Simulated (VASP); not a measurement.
Runs of VASP 6.6.1 on Cu. It takes space group Im-3m (No. 229, cubic). Conventional cell: a = 2.868 Å, b = 2.868 Å, c = 2.868 Å, α = 90.00°, β = 90.00°, γ = 90.00°. Around Cu (site symmetry m-3m) lie 8 Cu at 2.48 Å. This isn't the form of Cu at room conditions, which is fcc.

| task | level | potentials or basis | cell | k mesh | cutoff (eV) | mesh quality | gap on the mesh (eV) | pressure (GPa) | relaxed volume (Å³/atom) |
| --- | --- | --- | --- | --- | --- | --- | --- | --- | --- |
| relaxation of cell and atoms | PBEsol | VASP PAW PBE potentials, release 64 (Cu) | relaxed | 20 × 20 × 20 | 600 | not flagged | none | 0.0 | 11.41 |
| relaxation of cell and atoms | PBE | VASP PAW PBE potentials, release 64 (Cu) | relaxed | 20 × 20 × 20 | 600 | not flagged | none | 0.0 | 12.06 |
| relaxation of cell and atoms | LDA | VASP PAW LDA potentials, release 64 (Cu) | relaxed | 20 × 20 × 20 | 600 | not flagged | none | -0.1 | (a) |
| single point | PBEsol | VASP PAW PBE potentials, release 64 (Cu) | as given | 20 × 20 × 20 | 520 | not flagged | none | -5.0 | - |
| relaxation of cell and atoms | PBEsol | VASP PAW PBE potentials, release 64 (Cu) | relaxed | 20 × 20 × 20 | 580 | not flagged | none | 0.0 | 11.41 |
| relaxation of cell and atoms | RPBE | VASP PAW PBE potentials, release 64 (Cu) | relaxed | 20 × 20 × 20 | 600 | not flagged | none | 0.0 | 12.51 |
| relaxation of cell and atoms | PBEsol | VASP PAW PBE potentials, release 64 (Cu) | relaxed | 8 × 8 × 8 | 600 | coarse | none | 0.0 | (b) |
| relaxation of cell and atoms | PBE+D3(BJ) | VASP PAW PBE potentials, release 64 (Cu) | relaxed | 20 × 20 × 20 | 600 | not flagged | none | 0.0 | 11.39 |

Alike in all rows: no spin polarisation; smearing gaussian 0.1 eV.

Task: Fill in the values left out.

Result: (a) 10.98; (b) 11.42.

Caveats: some runs use coarse meshes; the PAW data sets were made with another functional, which shifts forces and pressure a little (some runs); pairwise dispersion overbinds metals, which lowers pressure and volume (some runs).

A gap of «none» marks a metal or a gap under the smearing width.
